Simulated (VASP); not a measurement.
The system is HfO2.

```
Hf O
1.0
     5.08032    0.00000    0.00000
     0.00000    5.16487    0.00000
     0.00000    0.00000    4.89088
Hf O
4 8
Direct
  0.27741 0.28180 0.72793
  0.77741 0.21820 0.27207
  0.72259 0.71820 0.72793
  0.22259 0.78180 0.27207
  0.50000 0.50000 0.42438
  0.00000 0.00000 0.57562
  0.50000 0.00000 0.51095
  0.00000 0.50000 0.48905
  0.31318 0.66365 0.89547
  0.81318 0.83635 0.10453
  0.68682 0.33635 0.89547
  0.18682 0.16365 0.10453
```

The cell comes from a database or a generator and needn't be the stable form of this composition.

Base run:

* Program: VASP 6.6.1
* Functional: PBE
* Potentials or basis: VASP PAW PBE potentials, release 64 (Hf_pv, O)
* Cutoff: 520 eV
* k mesh: 4 × 4 × 4
* Occupations: fermi-dirac, width 0.02 eV
* Spin: no spin polarisation

Its results: band gap on the k mesh 3.82 eV, direct; pressure 6.5 GPa; largest force 0.106 eV/Å.

Problem. The run is repeated on the same cell with these changes: functional from PBE to r2SCAN; further incar settings from ALGO = Fast; EDIFF = 1e-08; NBANDS = 56 to ALGO = Normal; EDIFF = 1e-08; NBANDS = 56. What comes out?

Solution. Band gap on the k mesh 4.35 eV, direct; pressure 0.3 GPa; largest force 0.016 eV/Å.

Caveats: spin-orbit coupling is left out, which moves the levels of the heavy elements; the PAW data sets were made with another functional, which shifts forces and pressure a little (some runs).

A k mesh can miss the band edges.
